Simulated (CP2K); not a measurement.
# Te2Mo in CP2K: the effect of dispersion

Te2Mo, a slab with vacuum:

```
CELL_PARAMETERS angstrom
6.36161 0.00000 0.00000
0.00000 3.48040 0.00000
-0.08574 0.00000 36.17589
ATOMIC_POSITIONS crystal
Te 0.42925 0.75000 0.54070
Te 0.57075 0.25000 0.45930
Te 0.92085 0.25000 0.55653
Te 0.07915 0.75000 0.44347
Mo 0.18135 0.25000 0.49747
Mo 0.81865 0.75000 0.50253
```

Alike in all runs:

```yaml
Program: CP2K 2026.2
Task: single point
Functional: r2SCAN
Potentials_or_basis: POTENTIAL_UZH Te GTH-SCAN-q6, Mo GTH-SCAN-q14; DZVP-MOLOPT-SCAN-GTH basis
Density_cutoff: 9184 eV
k_mesh: 4 × 8 × 1
Occupations: fermi-dirac, width 0.05 eV
Spin: no spin polarisation
```

```tsv
dispersion	largest force (eV/Å)
none	0.33
D3(BJ)	0.29
D4	?
rVV10	0.33
D3(BJ)+ATM	0.29
```

**Question.** What does the run with dispersion D4 give?

**Answer.** Largest force 0.30 eV/Å.
